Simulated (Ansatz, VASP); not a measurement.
# HfN: VASP beside Ansatz

File POSCAR:

```
HfN
1.0
    0.0000000000      2.3139906147      2.3139906147
    2.3139906147      0.0000000000      2.3139906147
    2.3139906147      2.3139906147      0.0000000000
Hf N
1 1
Direct
    0.5000000000      0.5000000000      0.5000000000
    0.0000000000      0.0000000000      0.0000000000
```

File INCAR.step1:

```
ALGO = Normal
EDIFF = 1E-4
ENCUT = 520
GGA = PE
ISMEAR = 0
LASPH = True
LCHARG = False
LREAL = False
LWAVE = True
NBANDS = 14
NELM = 80
PREC = Accurate
SIGMA = 0.05
```

The input INCAR.step2:

```
ALGO = Normal
EDIFF = 1E-6
ENCUT = 520
ISIF = 2
ISMEAR = 0
ISTART = 1
LASPH = True
LCHARG = False
LMIXTAU = True
LREAL = False
LWAVE = False
METAGGA = R2SCAN
NBANDS = 14
NELM = 80
PREC = Accurate
SIGMA = 0.05
```

Contents of KPOINTS:

```
k-points
0
Gamma
  12 12 12
```

Input for Ansatz:

```yaml
crystal:
  lattice:
    - [0.0, 2.3139906147, 2.3139906147]
    - [2.3139906147, 0.0, 2.3139906147]
    - [2.3139906147, 2.3139906147, 0.0]
  atoms:
    - { symbol: Hf, position: [0.5, 0.5, 0.5] }
    - { symbol: "N", position: [0.0, 0.0, 0.0] }
basis:
  ecutwfc: 500
  ecutrho_ratio: 4
kpoints:
  mp_grid: { grid: [12, 12, 12] }
hamiltonian:
  xc: r2scan
scf:
  occupations: { method: gaussian, width: 0.05 }
output:
  forces: true
  stress: true
  eigenvalues: true
```

Alike in both runs: task single point; functional r2SCAN; k mesh 12 × 12 × 12; occupations gaussian, width 0.05 eV; no spin polarisation.

|  | VASP | Ansatz |
| --- | --- | --- |
| version | VASP 6.6.1 | Ansatz 0.2.0 |
| potentials or method | VASP PAW PBE potentials, release 64 (Hf_pv, N) | scalar-relativistic, plane waves, PAW |
| plane-wave cutoff (eV) | 520 | 500 |
| valence electrons in the cell | 15 | 31 |

```tsv
	VASP	Ansatz	Ansatz less VASP
gap on the k mesh at the Fermi level (eV)	none	none	-
pressure (GPa)	-19.0	-16.5	+2.42
```

A gap of «none» marks a metal or a gap that the smearing closes. The two sets of potentials don't hold the same shells in valence.

Caveats: so large a pressure means that the cell lies far from this level's equilibrium, or that cutoff or potentials fall short (VASP); the potentials were made for another functional, which shifts forces and pressure (VASP). Spin-orbit coupling is left out, which matters for the levels of Hf.
